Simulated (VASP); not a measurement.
The system is PbSe (Clausthalite).

```
Pb Se
1.0
     0.00000    3.06065    3.06065
     3.06065    0.00000    3.06065
     3.06065    3.06065    0.00000
Pb Se
1 1
Direct
  0.00000 0.00000 0.00000
  0.50000 0.50000 0.50000
```

| Property | Result |
| --- | --- |
| Program | VASP 6.6.1 |
| Task | relaxation of cell and atoms |
| Functional | PBEsol |
| Dispersion | D4 |
| Potentials or basis | VASP PAW PBE potentials, release 64 (Pb_d, Se) |
| Cutoff | 600 eV |
| k mesh | 8 × 8 × 8 |
| Occupations | fermi-dirac, width 0.05 eV |
| Spin | no spin polarisation |

At the start: pressure -1.7 GPa; volume 28.67 Å³/atom.

Problem. How do energy, volume and symmetry change on relaxing?

Solution. Over 3 steps the energy falls by 5.0 meV/atom and the volume is 27.75 Å³/atom (-3.2 %); space group Fm-3m (No. 225, to 0.05 Å).

The path:
```
step  energy change (eV)  largest force (eV/Å)  pressure (GPa)  volume (Å³)
   1              0.0000                0.0000           -1.69        57.34
   2             -0.0086                0.0000            0.67        54.87
   3             -0.0100                0.0000            0.01        55.51
```

Final structure:
```cif
data_structure
_symmetry_space_group_name_H-M 'P 1'
_symmetry_Int_Tables_number 1
_cell_length_a 4.2818
_cell_length_b 4.2818
_cell_length_c 4.2818
_cell_angle_alpha 60.000
_cell_angle_beta 60.000
_cell_angle_gamma 60.000
_cell_volume 55.51
loop_
_atom_site_label
_atom_site_type_symbol
_atom_site_fract_x
_atom_site_fract_y
_atom_site_fract_z
_atom_site_occupancy
Pb1 Pb 0.00000 0.00000 0.00000 1
Se1 Se 0.50000 0.50000 0.50000 1
```

The cell as given is a measured one (28.67 Å³/atom); PBEsol+D4 puts the equilibrium volume -3.2 % from it, thermal expansion not counted.

Caveat: the PAW data sets were made with another functional, which shifts forces and pressure a little.
